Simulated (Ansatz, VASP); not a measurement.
**Bi: VASP beside Ansatz**

```
Bi
1.0
     0.00000    2.51551    2.51551
     2.51551    0.00000    2.51551
     2.51551    2.51551    0.00000
Bi
1
Direct
  0.00000 0.00000 0.00000
```

Alike in both runs: task single point; functional BLYP; k mesh 12 × 12 × 12; occupations fermi-dirac, width 0.1 eV; no spin polarisation.

|  | VASP | Ansatz |
| --- | --- | --- |
| version | VASP 6.6.1 | Ansatz 0.2.0 |
| potentials or method | VASP PAW PBE potentials, release 64 (Bi_d) | plane waves (420 eV) with PAW, scalar-relativistic |
| plane-wave cutoff (eV) | 520 | 420 |
| valence electrons in the cell | 15 | 15 |

```tsv
	VASP	Ansatz	Ansatz less VASP
pressure (GPa)	4.0	3.9	-0.11
```

With one functional, cell and mesh, what is left measures potentials, basis and numerics.

Caveats: the PAW data sets were made with another functional, which shifts forces and pressure a little (VASP).
